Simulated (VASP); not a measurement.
Here is a VASP 6.6.1 calculation.

File INCAR:

```
  PREC = Accurate
  ENCUT = 520
  EDIFF = 1E-6
  ISMEAR = 0
  SIGMA = 0.023
  LREAL = False
  LASPH = True
  NELM = 80
  ALGO = Fast
  ISIF = 2
  LWAVE = False
  LCHARG = False
  GGA = PE
  NBANDS = 16
```

File KPOINTS:

```
regular mesh
0
Gamma
  10 10 10
```

POSCAR

```
GaN
1.0
    0.0000000000      2.2535006075      2.2535006075
    2.2535006075      0.0000000000      2.2535006075
    2.2535006075      2.2535006075      0.0000000000
Ga N
1 1
Direct
    0.0000000000      0.0000000000      0.0000000000
    0.2500000000      0.2500000000      0.2500000000
```

Potentials or basis: VASP PAW PBE potentials, release 64 (Ga_d, N).

Command:

```console
$ cat potpaw_PBE.64/Ga_d/POTCAR potpaw_PBE.64/N/POTCAR > POTCAR
$ mpirun -np 1 vasp_std > vasp.out
```

Problem. Estimate the pressure.

Solution. 5.0 GPa.

Problem. What does it give for the band gap on the k mesh?

Solution. 1.72 eV, direct.

**What was measured.**

From a printed reference work, textbook, for a bulk crystal of GaN at 0 K: band gap 3.299 eV (direct).

Against the measured gap of GaN, 3.299 eV (direct; 0 K; a printed reference work, textbook), the calculated 1.72 eV is off by -1.57 eV. Spin-orbit coupling on Ga is left out. The value is that of PBE, without temperature or zero-point motion. Semilocal functionals fall short of measured gaps as a rule. The cell is a database's relaxed one, not the measured one, which moves gaps too.
